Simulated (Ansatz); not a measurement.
Input for Ansatz (plane-wave DFT, PAW):

```yaml
crystal:
  lattice:
    - [0.0, 2.79879135, 2.79879135]
    - [2.79879135, 0.0, 2.79879135]
    - [2.79879135, 2.79879135, 0.0]
  atoms:
    - { symbol: Ca, position: [0.0, 0.0, 0.0] }
    - { symbol: S, position: [0.5, 0.5, 0.5] }
basis:
  ecutwfc: 420
kpoints:
  mp_grid: { grid: [8, 8, 8] }
hamiltonian:
  xc: pbesol
scf:
  occupations: { method: gaussian, width: 0.02 }
output:
  forces: true
  stress: true
  eigenvalues: true
```

Launched with
```bash
ansatz run input.yaml --threads 1 --pin off --max-ram 1331MiB --backend cpu --events-out ev --progress --plain --runs-dir out
```

Level of theory: DFT PBEsol, scalar-relativistic, plane waves, PAW in Ansatz 0.2.0.

Part of what the program printed, abridged:

```
Pseudopotentials: kind: paw
Pseudopotential: Ca, paw, valence charge 10, recommended cutoff 420 eV (normal)
Pseudopotential: S, paw, valence charge 6, recommended cutoff 420 eV (normal)
Functional definition: PBEsol
Crystal: 2 atoms, lattice volume = 43.847 Å³
Basis set: ecut = 420 eV, 869 PW (Γ), exchange–correlation on 54×54×54 points (8 copies of the dense FFT grid, shifted against one another)
Bands: 12, of which v1, the nominal top of the filled ones, is band 8 counted from 1 (7 counted from 0)
Symmetry: 48 space group operations
Space group: Fm-3m (ITA 225), of the structure as read, at distance tolerance 3.5e-5 Å
k-points: 29 of 512
Initial density: superposition of atomic densities (neutral atoms: chi_scale 0, normalization atom), corrected by the library's trained network
Initial wavefunctions: pseudopotential atomic-orbital guess
Functional: x = pbesol(κ = 0.804, μ = 0.12345679), c = pbesol(β = 0.046)
SCF iter   1: F=—  HF=-2683.054945 eV  |F-HF|=—  |Δ(HF+E_count)|=         —  Δρ=4.20e-3  dr2=1.22e-2  ethr=1.77e-3  ⟨swp⟩=7.4  Hψ=2477  notcnv=0
SCF iter   2: F=—  HF=-2683.050733 eV  |F-HF|=—  |Δ(HF+E_count)|=   4.21e-3  Δρ=1.25e-3  dr2=4.38e-4  ethr=7.64e-5  ⟨swp⟩=2.1  Hψ=788  notcnv=0
SCF iter   3: F=—  HF=-2683.050686 eV  |F-HF|=—  |Δ(HF+E_count)|=   4.66e-5  Δρ=5.17e-4  dr2=8.39e-5  ethr=2.74e-6  ⟨swp⟩=2.0  Hψ=660  notcnv=0
SCF iter   4: F=—  HF=-2683.050716 eV  |F-HF|=—  |Δ(HF+E_count)|=   3.05e-5  Δρ=1.35e-4  dr2=3.90e-6  ethr=5.25e-7  ⟨swp⟩=2.0  Hψ=421  notcnv=0
SCF iter   5: F=-2683.050718 eV  HF=-2683.050718 eV  |F-HF|=2.64e-8  |Δ(HF+E_count)|=   1.25e-6  Δρ=9.60e-6  dr2=4.85e-8  ethr=2.44e-8  ⟨swp⟩=2.0  Hψ=461  notcnv=0
SCF iter   6: F=-2683.050718 eV  HF=-2683.050718 eV  |F-HF|=7.59e-10  |Δ(HF+E_count)|=   1.23e-9  Δρ=2.05e-6  dr2=1.56e-9  ethr=3.03e-10  ⟨swp⟩=2.5  Hψ=1219  notcnv=0
SCF 1 converged in 6 iterations: F = -2683.050718 eV  dr2 = 1.56e-9
SCF converged after 6 iterations
Free energy (F): -2683.050718 eV
Harris-Foulkes:  -2683.050718 eV  (|F-HF|=7.59e-10)
Internal energy: -2683.050718 eV  (E = F + TS)
E sigma→0 (E₀):  -2683.050718 eV
Fermi energy:    7.491663 eV
--- Per-component energies (eV) ---
  E_band       = -125.713675
  E_kinetic    = 387.175664
  E_local      = -800.845711  (includes V_loc(G=0)·N_el)
  E_nonlocal   = 92.999842
  E_hartree    = 262.429581
  E_xc         = -233.713786
  E_vxc        = -260.037141  (∫ρ·V_xc dr)
  E_paw        = -1421.056018  (= ΣΔE_a)
  E_vpaw       = -69.865550  (= ΣTr[D̂ρ^β])
  E_aug_tail   = -0.000005  (compensation charges beyond the density's cutoff)
  E_ewald      = -970.221029
  E_core_change = 0.180744  (= ΣΔE_core)
  E_smearing   =  0.000000  (= −TS)
--- Forces (eV/Å), atoms counted from 1 ---
  atom   1  Ca     0.00000000     0.00000000     0.00000000
  atom   2  S      0.00000000     0.00000000     0.00000000
--- Stress (GPa, compression-positive) ---
        1.215997       0.000000       0.000000
        0.000000       1.215997       0.000000
        0.000000       0.000000       1.215997
  P = ⅓ Tr σ = 1.2160 GPa (12.160 kbar)
--- Band table (eV; the first three rows and the last of 29) ---
  k-point 0: bands = ["-32.3958", "-13.4663", "-13.4663", "-13.4663", "-5.0633", "6.4376", "6.4376", "6.4376", "10.5036", "10.5036", "10.5036", "10.7409"]
  k-point 1: bands = ["-32.3936", "-13.4997", "-13.4687", "-13.4687", "-4.9384", "5.7236", "6.1823", "6.1823", "10.5223", "10.7522", "10.7522", "11.5266"]
  k-point 2: bands = ["-32.3881", "-13.5784", "-13.4745", "-13.4745", "-4.6209", "4.4714", "5.6897", "5.6897", "10.6466", "11.3817", "11.3817", "12.7348"]
  k-point 28: bands = ["-32.3754", "-13.5765", "-13.5765", "-13.5429", "-4.2249", "4.5185", "4.5185", "4.7531", "11.2332", "11.2332", "12.5216", "13.0613"]
```

Self-consistency was reached.